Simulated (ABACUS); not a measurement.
**Ir: single point with PBE**

The system is Ir.

```xyz
1
Lattice="0.0000 1.9156 1.9156 1.9156 0.0000 1.9156 1.9156 1.9156 0.0000" Properties=species:S:1:pos:R:3 pbc="T T T"
Ir    0.0000    0.0000    0.0000
```

```
Program                                       : ABACUS 3.10.1
Task                                          : single point
Functional                                    : PBE
Potentials or basis                           : GBRV ultrasoft 1.5 PBE
Cutoff                                        : 544 eV
Density cutoff                                : 4354 eV
Basis                                         : plane waves
k mesh                                        : 10 × 10 × 10
Occupations                                   : fermi-dirac, width 0.05 eV
Spin                                          : no spin polarisation
Radial cutoff of the potentials (pseudo_rcut) : 10 bohr
SCF threshold on the density                  : 1e-08
Max SCF steps                                 : 100
Eigensolver                                   : dav
Mixing                                        : broyden
Mixing share                                  : 0.7
Symmetry key                                  : 1
```

```yaml
Pressure: 10.5 GPa
Band_gap_on_the_k_mesh: none (metal or under the smearing width)
```

Levels at points of the mesh, in eV from the Fermi level:
```csv
k point,band 5,band 6,band 7,band 8,band 9,band 10
"(0.00, 0.00, 0.00)",-3.99,-3.99,-3.99,-1.27,-1.27,10.53
"(0.50, 0.50, 0.50)",-4.09,-4.09,-0.79,0.84,0.84,7.34
"(0.50, 0.50, 0.00)",-7.47,0.81,1.42,1.42,1.68,10.43
```

Wall time 4.3 s on 4 MPI ranks on Intel(R) Xeon(R) Platinum 8488C (Sapphire Rapids) (shared host), peak memory 0.36 GiB a rank.

Spin-orbit coupling is left out, which matters for the levels of Ir.
